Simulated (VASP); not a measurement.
Output of a VASP run:

File OSZICAR:
```
...
DAV:   3    -0.198296575002E+02   -0.77046E+01   -0.76666E+01   616   0.669E+01
DAV:   4    -0.199320938987E+02   -0.10244E+00   -0.10236E+00   584   0.913E+00
DAV:   5    -0.199336349205E+02   -0.15410E-02   -0.15408E-02   604   0.110E+00    0.304E+00
DAV:   6    -0.198518442265E+02    0.81791E-01   -0.31892E+00   484   0.249E+01    0.131E+00
DAV:   7    -0.198839066731E+02   -0.32062E-01   -0.66123E-01   592   0.847E+00    0.948E-01
DAV:   8    -0.199996192785E+02   -0.11571E+00   -0.16422E-01   568   0.356E+00    0.876E-01
DAV:   9    -0.199419610113E+02    0.57658E-01   -0.12389E-01   508   0.272E+00    0.407E-01
DAV:  10    -0.200030352192E+02   -0.61074E-01   -0.30687E-02   492   0.213E+00    0.418E-01
DAV:  11    -0.200077467672E+02   -0.47115E-02   -0.40179E-03   596   0.472E-01    0.278E-01
DAV:  12    -0.200075209811E+02    0.22579E-03   -0.73794E-03   552   0.594E-01    0.303E-02
DAV:  13    -0.200086999104E+02   -0.11789E-02   -0.68289E-04   508   0.297E-01    0.413E-02
DAV:  14    -0.200087334400E+02   -0.33530E-04   -0.41118E-05   564   0.666E-02    0.161E-02
DAV:  15    -0.200087378030E+02   -0.43629E-05   -0.75488E-05   544   0.666E-02    0.934E-03
DAV:  16    -0.200087575683E+02   -0.19765E-04   -0.23605E-05   488   0.444E-02    0.169E-03
DAV:  17    -0.200087580540E+02   -0.48573E-06   -0.92035E-07   388   0.867E-03
   1 F= -.20008758E+02 E0= -.20008758E+02  d E =-.200088E+02
       N       E                     dE             d eps       ncg     rms          rms(c)
DAV:   1    -0.200744115958E+02   -0.65654E-01   -0.12328E+00   480   0.753E+00    0.132E+00
DAV:   2    -0.200224079490E+02    0.52004E-01   -0.10597E-01   496   0.199E+00    0.436E-01
DAV:   3    -0.200156748672E+02    0.67331E-02   -0.19143E-02   480   0.995E-01    0.270E-01
DAV:   4    -0.200148364929E+02    0.83837E-03   -0.54623E-03   512   0.541E-01    0.132E-01
DAV:   5    -0.200151175828E+02   -0.28109E-03   -0.45113E-03   488   0.439E-01    0.638E-02
DAV:   6    -0.200153154138E+02   -0.19783E-03   -0.33921E-04   520   0.129E-01    0.354E-02
DAV:   7    -0.200153686356E+02   -0.53222E-04   -0.25959E-04   548   0.103E-01    0.142E-02
DAV:   8    -0.200153671374E+02    0.14982E-05   -0.15277E-05   512   0.306E-02    0.621E-03
DAV:   9    -0.200153692172E+02   -0.20798E-05   -0.18142E-06   448   0.158E-02    0.360E-03
DAV:  10    -0.200153697330E+02   -0.51586E-06   -0.25971E-06   508   0.146E-02
   2 F= -.20015370E+02 E0= -.20015370E+02  d E =-.661168E-02
       N       E                     dE             d eps       ncg     rms          rms(c)
DAV:   1    -0.201123720674E+02   -0.97003E-01   -0.19638E+00   480   0.945E+00    0.167E+00
DAV:   2    -0.200290312855E+02    0.83341E-01   -0.17117E-01   496   0.251E+00    0.548E-01
DAV:   3    -0.200183613853E+02    0.10670E-01   -0.29931E-02   480   0.124E+00    0.343E-01
DAV:   4    -0.200170523804E+02    0.13090E-02   -0.91494E-03   516   0.687E-01    0.167E-01
DAV:   5    -0.200174922170E+02   -0.43984E-03   -0.74267E-03   496   0.555E-01    0.804E-02
DAV:   6    -0.200178207909E+02   -0.32857E-03   -0.53530E-04   516   0.163E-01    0.451E-02
DAV:   7    -0.200179064204E+02   -0.85629E-04   -0.40064E-04   552   0.126E-01    0.181E-02
DAV:   8    -0.200179075272E+02   -0.11068E-05   -0.20468E-05   508   0.365E-02    0.751E-03
DAV:   9    -0.200179103707E+02   -0.28435E-05   -0.25259E-06   484   0.186E-02    0.502E-03
DAV:  10    -0.200179110431E+02   -0.67240E-06   -0.47094E-06   540   0.188E-02
   3 F= -.20017911E+02 E0= -.20017911E+02  d E =-.915299E-02
```

**OUTCAR**
```
------------------------ aborting loop because EDIFF is reached ----------------------------------------
  FORCE on cell =-STRESS in cart. coord.  units (eV):
  Direction    XX          YY          ZZ          XY          YZ          ZX
  --------------------------------------------------------------------------------------
  Total       -0.0119172     -0.0119172     -0.0119172      0.0000000      0.0000000     -0.0000000
  in kB       -0.2580135     -0.2580135     -0.2580135      0.0000000      0.0000000     -0.0000000
  external PRESSURE =      -0.2580135 kB  Pullay stress =       0.0000000 kB
  volume of cell :       74.00
      direct lattice vectors                 reciprocal lattice vectors
     4.198374172  0.000000000 -0.000000000     0.238187441 -0.000000000 -0.000000000
     0.000000000  4.198374172 -0.000000000    -0.000000000  0.238187441 -0.000000000
     0.000000000  0.000000000  4.198374172     0.000000000  0.000000000  0.238187441
 POSITION                                       TOTAL-FORCE (eV/Angst)
 -----------------------------------------------------------------------------------
      0.00000      0.00000      0.00000        -0.000000     -0.000000      0.000000
      2.09919      2.09919      2.09919         0.000000      0.000000      0.000000
 -----------------------------------------------------------------------------------
    total drift:                                0.000000      0.000000     -0.000000
  FREE ENERGIE OF THE ION-ELECTRON SYSTEM (eV)
  ---------------------------------------------------
  free  energy   TOTEN  =       -20.0179110431 eV

  energy  without entropy=      -20.0179110431  energy(sigma->0) =      -20.01791104

 reached required accuracy - stopping structural energy minimisation
```
(Selected blocks of OUTCAR.)

POSCAR:
```
CsCl
1
    4.1200000000     0.0000000000     0.0000000000
    0.0000000000     4.1200000000     0.0000000000
    0.0000000000     0.0000000000     4.1200000000
Cs Cl
1 1
Direct
  0.0000000000   0.0000000000   0.0000000000
  0.5000000000   0.5000000000   0.5000000000
```

**Question.** Reconstruct the remaining input files.

**Answer.** This is not unique; one that fits is the input of the run itself, TPSS meta-GGA, plane waves, VASP's PBE PAW potentials (set 64).

**INCAR**
```
! general
SYSTEM  = CsCl
PREC    = Accurate
ENCUT   = 520
LREAL   = .FALSE.
LASPH   = .TRUE.

! electronic loop
EDIFF   = 1E-6
NELM    = 100
ALGO    = Normal
LMAXMIX = 4
LMIXTAU = .TRUE.

! smearing
ISMEAR  = 0
SIGMA   = 0.05

! functional
METAGGA = TPSS

! ions
IBRION  = 2
NSW     = 60
ISIF    = 3
EDIFFG  = -0.01

! output
LWAVE   = .FALSE.
LCHARG  = .FALSE.
```

KPOINTS:
```
Automatic mesh
0
Gamma
6 6 6
0 0 0
```

POTCAR, in this order: Cs_sv Cl (PBE.64 set). Program: vasp_std.

Energy and stress use the plane-wave basis of the starting cell.

The compound is CsCl in the CsCl type structure. This run relaxes it. Symmetry was kept, so distortions that lower it aren't found.
